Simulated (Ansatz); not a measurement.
**SiC (Moissanite 3C) under changes of volume**

One of the cells (10.346 Å³/atom); the others are scaled copies at fixed shape and fractional positions:

```
CELL_PARAMETERS angstrom
0.00000 2.17900 2.17900
2.17900 0.00000 2.17900
2.17900 2.17900 0.00000
ATOMIC_POSITIONS crystal
Si 0.00000 0.00000 0.00000
C 0.75000 0.75000 0.75000
```

```yaml
Program: Ansatz 0.2.0
Functional: PBE
Potentials_or_basis: Ansatz PAW
Cutoff: "420 eV (not typed: the program's choice for these potentials)"
k_mesh: 10 × 10 × 10
Occupations: fermi-dirac, width 0.05 eV
Spin: no spin polarisation
```

```tsv
volume (Å³/atom)	energy over the lowest point (meV/atom)	pressure (GPa)	gap on the mesh (eV)
9.725	43.02	19.0	1.30
9.932	22.28	13.2	1.32
10.139	8.64	8.0	1.34
10.346	?	?	?
10.553	0.00	-1.0	1.38
10.760	3.91	-4.9	1.39
10.967	12.56	-8.5	1.41
```

Q: What does the run at 10.346 Å³/atom give?

A: Energy over the lowest point 1.39 meV/atom; pressure 3.3 GPa; gap on the mesh 1.36 eV.

Worked out: A Birch-Murnaghan fit of order 3 (a polynomial in V^(-2/3)) to the other rows has its minimum at 10.50 Å³/atom with B0 = V·E''(V) = 212 GPa and B' = 4.0. It gives 1.41 meV/atom at 10.346 Å³/atom, against the run's 1.39, and -dE/dV = 3.3 GPa, against 3.3. A straight line through the other rows of the gap, of slope 0.91 eV per unit of ln V, gives 1.36 eV, against the run's 1.36.

Energies are extrapolated to zero smearing.

A mesh can miss the band edges.
